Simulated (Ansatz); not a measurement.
**Ge: a strain scan**

This session takes Ge and sets out to see how energy and stress answer to the strain pattern (0, 0, 0, 0, 0, 1).

Method: DFT r2SCAN, scalar-relativistic, plane waves, PAW, in Ansatz 0.2.0.

## (1) Starting point

The structure is orthorhombic, space group Imma (No. 74). Conventional cell: a = 4.992 Å, b = 5.302 Å, c = 2.874 Å, α = 90.00°, β = 90.00°, γ = 90.00°. Around Ge (site symmetry mm2) lie 6 Ge at 2.68 to 2.87 Å.

As a file:

```
CELL_PARAMETERS angstrom
-2.49590 2.65086 1.43695
2.49590 -2.65086 1.43695
2.49590 2.65086 -1.43695
ATOMIC_POSITIONS crystal
Ge 0.18594 0.93594 0.25000
Ge 0.81406 0.06406 0.75000
```

It goes back to an entry of the Materials Project, which need not be the stable form.

The cell is taken as given, not relaxed at this level.

## (2) The reference: the undisturbed cell on the scan's mesh

input.yaml

```yaml
crystal:
  lattice:
    - [-2.495898, 2.650863, 1.436947]
    - [2.495898, -2.650863, 1.436947]
    - [2.495898, 2.650863, -1.436947]
  atoms:
    - { symbol: Ge, position: [0.185943, 0.935943, 0.25] }
    - { symbol: Ge, position: [0.814057, 0.064057, 0.75] }
basis:
  ecutwfc: 500
kpoints:
  mp_grid: { grid: [20, 20, 20] }
hamiltonian:
  xc: r2scan
scf:
  occupations: { method: gaussian, width: 0.15 }
output:
  forces: true
  stress: true
  eigenvalues: true
```

Launch:

```console
$ ansatz run input.yaml --threads 1 --pin off --max-ram 2560MiB --backend cpu --events-out ev --progress --plain --runs-dir out
```

## (3) Next: a strain scan

The cell is strained by ε times the Voigt pattern (0, 0, 0, 0, 0, 1) (xx, yy, zz, yz, xz, xy; engineering shear), with fractional coordinates fixed (clamped ions). The stress on the pattern is the sum of the stress components weighted by it, tension positive.

## (4) At ε = -0.1000

Changes to input.yaml since step 2:

```diff
@@ -2,5 +2,5 @@
   lattice:
-    - [-2.495898, 2.650863, 1.436947]
-    - [2.495898, -2.650863, 1.436947]
-    - [2.495898, 2.650863, -1.436947]
+    - [-2.62844115, 2.7756579, 1.436947]
+    - [2.62844115, -2.7756579, 1.436947]
+    - [2.36335485, 2.5260681, -1.436947]
   atoms:
@@ -20 +20,5 @@
   eigenvalues: true
+  write_density: true
+  write_potential: true
+  elf: true
+  volumetric_format: npy
```

## (5) ε = 0.0750

input.yaml

```yaml
crystal:
  lattice:
    - [-2.3964906375, 2.557266825, 1.436947]
    - [2.3964906375, -2.557266825, 1.436947]
    - [2.5953053625, 2.744459175, -1.436947]
  atoms:
    - { symbol: Ge, position: [0.185943, 0.935943, 0.25] }
    - { symbol: Ge, position: [0.814057, 0.064057, 0.75] }
basis:
  ecutwfc: 500
kpoints:
  mp_grid: { grid: [20, 20, 20] }
hamiltonian:
  xc: r2scan
scf:
  occupations: { method: gaussian, width: 0.15 }
output:
  forces: true
  stress: true
  eigenvalues: true
```

## (6) Point ε = -0.0500

Changes to input.yaml since step 5:

```diff
@@ -2,5 +2,5 @@
   lattice:
-    - [-2.3964906375, 2.557266825, 1.436947]
-    - [2.3964906375, -2.557266825, 1.436947]
-    - [2.5953053625, 2.744459175, -1.436947]
+    - [-2.562169575, 2.71326045, 1.436947]
+    - [2.562169575, -2.71326045, 1.436947]
+    - [2.429626425, 2.58846555, -1.436947]
   atoms:
```

## (7) At ε = 0.0250

Changes to input.yaml since step 6:

```diff
@@ -2,5 +2,5 @@
   lattice:
-    - [-2.562169575, 2.71326045, 1.436947]
-    - [2.562169575, -2.71326045, 1.436947]
-    - [2.429626425, 2.58846555, -1.436947]
+    - [-2.4627622125, 2.619664275, 1.436947]
+    - [2.4627622125, -2.619664275, 1.436947]
+    - [2.5290337875, 2.682061725, -1.436947]
   atoms:
@@ -20 +20,5 @@
   eigenvalues: true
+  write_density: true
+  write_potential: true
+  elf: true
+  volumetric_format: npy
```

(Steps that only read results are left out.)

What does the calculation give? Wanted: slope of the stress at ε = 0, from the points at -0.0500, 0 and 0.0250.

**Answer**, as computed:

```
                                                              quantity   value
slope of the stress at ε = 0, from the points at -0.0500, 0 and 0.0250  60 GPa
```

**Reading.** From the stress slope, C66 is about 60 GPa with the ions clamped; letting the atoms relax could not make it stiffer. The step is wide, so higher orders mix in. The reference stands under -1.4 GPa, so this is no zero-stress constant. The undisturbed cell stays the lowest of the sampled points.
